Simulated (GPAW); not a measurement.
Set up this calculation in GPAW 26.7.0, as an ASE script.

```yaml
Task: single point
Functional: RPBE
Potentials_or_basis: the program's PAW data sets (release 1.2.1) made for this functional
Cutoff: 600 eV
Basis: pw
k_mesh: 10 × 10 × 6
Occupations: fermi-dirac, width 0.05 eV
Spin: no spin polarisation
Maxiter: 150
```

The structure of Ti lies in POSCAR:

```
Ti
1.0
    2.9500000000      0.0000000000      0.0000000000
   -1.4750000000      2.5547749412      0.0000000000
    0.0000000000      0.0000000000      4.6800000000
Ti
2
Direct
    0.6666666667      0.3333333333      0.7500000000
    0.3333333333      0.6666666667      0.2500000000
```

The input as run:

run.py

```python
from ase.dft.bandgap import bandgap
from ase.io import read, write
from ase.units import GPa
from gpaw import GPAW, PW

atoms = read('POSCAR')

calc = GPAW(mode=PW(600),
            xc='RPBE',
            kpts={'size': (10, 10, 6), 'gamma': True},
            occupations={'name': 'fermi-dirac', 'width': 0.05},
            nbands=24,
            convergence={'density': 1e-05, 'energy': 1e-05},
            maxiter=150,
            txt='gpaw.txt')
atoms.calc = calc
energy = atoms.get_potential_energy()
forces = atoms.get_forces()
stress = atoms.get_stress()
calc.write('gs.gpw')
write('result.traj', atoms)
print(f'Energy: {energy:.6f} eV')
print('Forces (eV/A):')
print(forces.round(4))
print('Stress (GPa):', (stress / GPa).round(3))
print('Fermi level:', round(calc.get_fermi_level(), 4), 'eV')
print(f'Gap: {bandgap(calc)[0]:.4f} eV, direct: {bandgap(calc, direct=True)[0]:.4f} eV')
```

Potentials or basis: the program's PAW data sets (release 1.2.1) made for this functional, pw.

The run is started by

```sh
$ OMP_NUM_THREADS=1 python run.py
```

Results of the run:

| Property | Result |
| --- | --- |
| Pressure | 1.1 GPa |
| Band gap on the k mesh | none (metal or under the smearing width) |

It took 45 s on 1 thread of Arm Neoverse V1, on a shared host, peak memory 0.18 GiB.
